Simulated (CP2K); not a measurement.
Crystal: Sn.

```
Sn
1.0
     4.45495    0.00000    0.00000
    -3.30667    2.98538    0.00000
    -0.57414   -1.49269    4.15799
Sn
2
Direct
  0.00000 0.00000 0.00000
  0.75000 0.25000 0.50000
```

Base run:

```yaml
Program: CP2K 2026.2
Functional: HLE17
Potentials_or_basis: POTENTIAL_UZH Sn GTH-PBE-q4; TZVP-MOLOPT-PBE-GTH basis
Density_cutoff: 9184 eV
k_mesh: 9 × 9 × 9
Occupations: fermi-dirac, width 0.05 eV
Spin: no spin polarisation
```

Its results: band gap on the k mesh none (metal or under the smearing width); pressure -1.0 GPa.

Question: After a change of settings the same cell gave: band gap on the k mesh none (metal or under the smearing width); pressure 7.1 GPa. Which change was it?
A. functional from HLE17 to LDA
B. functional from HLE17 to vdW-DF2
C. functional from HLE17 to PBEsol
D. functional from HLE17 to OLYP

Answer: B.

Caveats: the potentials were made for another functional, which shifts forces and pressure; spin-orbit coupling is left out, which moves the levels of the heavy elements; the basis of atomic orbitals isn't converged, which shifts pressures, moduli and gaps; the potentials were made for a functional far from this one (some runs).

Runs at the PBE level aren't shown here.
